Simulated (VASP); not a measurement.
The system is MgH2.

```xyz
3
Lattice="0.0000 2.3650 2.3650 2.3650 0.0000 2.3650 2.3650 2.3650 0.0000" Properties=species:S:1:pos:R:3 pbc="T T T"
Mg    0.0000    0.0000    0.0000
H     1.1825    1.1825    1.1825
H     3.5474    3.5474    3.5474
```

The cell was built by a generator and needn't be a form met in nature.

Base run:

* Program: VASP 6.6.1
* Functional: r2SCAN
* Potentials or basis: VASP PAW PBE potentials, release 64 (Mg, H)
* Cutoff: 520 eV
* k mesh: 8 × 8 × 8
* Occupations: fermi-dirac, width 0.02 eV
* Spin: no spin polarisation

Its results: band gap on the k mesh none (metal or under the smearing width); pressure -0.6 GPa.

Task: The run is repeated on the same cell with these changes: functional from r2SCAN to PBE. What comes out?

Result: Band gap on the k mesh none (metal or under the smearing width); pressure 0.5 GPa.

Caveats: the PAW data sets were made with another functional, which shifts forces and pressure a little (some runs).
